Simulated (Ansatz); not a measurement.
**Stress against strain in CuI**

```yaml
crystal:
  lattice:
    - [3.73317, -3.71109, 0.00000]
    - [3.73317, 3.71109, 0.00000]
    - [0.00000, 0.00000, 4.30700]
  atoms:
    - { symbol: Cu, position: [0.42044, 0.57956, 0.75000] }
    - { symbol: Cu, position: [0.57956, 0.42044, 0.25000] }
    - { symbol: I, position: [0.77004, 0.22996, 0.75000] }
    - { symbol: I, position: [0.22996, 0.77004, 0.25000] }
```

Atoms are numbered in the order listed.

Conventional cell: a = 7.466 Å, b = 7.422 Å, c = 4.307 Å, α = 90.00°, β = 90.00°, γ = 90.00°. Cu (atom 1) has 2 Cu at 2.46 Å and 3 I at 2.58 to 2.59 Å as nearest neighbours. I (atom 3) is surrounded by 3 Cu at 2.58 to 2.59 Å.

The cell is the one relaxed in the Materials Project (mp-1007922), not relaxed further here; entries there can be hypothetical.

No spin–orbit coupling, which matters for the heavy atoms here.

Method: DFT, PBE, all-electron LAPW, scalar-relativistic (Ansatz 0.2.0).

Numerical set-up: a Γ-centred 5×5×6 k mesh, Fermi–Dirac smearing of 0.02 eV, basis error target 0.5 meV/atom, no spin polarisation.

The strain is applied along the Cartesian axes of the cell as listed (the other components stay zero). Fractional coordinates are held (clamped ions).

σ is the change of stress from the unstrained cell, which is at 1.35 GPa; tension is positive, so slopes are stress–strain coefficients at that pressure.

Only quantities that a quadratic follows smoothly over the whole series are listed; rougher ones are left out.

```csv
εzz,σzz (GPa),σxx (GPa)
-0.0300,-4.25,-0.30
-0.0200,-2.71,-0.20
0.0000,0.00,0.00
0.0100,1.18,0.10
0.0200,2.25,0.19
0.0300,3.23,0.28
```

(1) Fit the series and read off the stiffness at zero strain.

(2) One run, at εzz = -0.0100, is withheld. Predict its row.

Results:

(1) Least-squares fits y = p0 + p1 x + p2 x² to the rows give σzz (GPa): p1 = 124, p2 = -560; σxx (GPa): p1 = 9.7, p2 = -13. So C33 = 124 GPa and C13 = 10 GPa, for these axes.

(2) The fits give -1.30, -0.10; the run gave -1.29, -0.10.
